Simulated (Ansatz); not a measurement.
A (111) slab of relaxed bulk Al (Fm-3m, 16.19 Å³/atom, gap on the mesh 0.00 eV), 4 planes in a 6×1 cell with the lowest 2 held; added atoms sit on lattice sites of the next plane. A dipole correction is on. The surface energy is the mean of the held and the free face; step energies are per length and the mean of the stripe's two steps, which run along the shortest translation of the plane; step and island energies count from the flat slab and bulk atoms.

Theory: Ansatz 0.2.0, DFT PBEsol, scalar-relativistic, plane waves, PAW.

Cutoff 420 eV, Gaussian smearing of 0.10 eV, energies at zero smearing, symmetry of each start kept, no spin polarisation.

| start | atoms | k mesh | surface energy (J/m²) | step energy (meV/Å) |
| --- | --- | --- | --- | --- |
| flat slab | 24 | 2×12×1 | 1.03 | - |
| stripe of 2 atoms | 26 | 2×12×1 | - | 70 |
| stripe of 3 atoms | 27 | 2×12×1 | - | 70 |

Zero in every row: gap on the mesh (eV).

Small energy differences in metals hang on the k mesh (about 10 mJ/m² or 1 to 2 meV/atom on the mesh of the relaxation).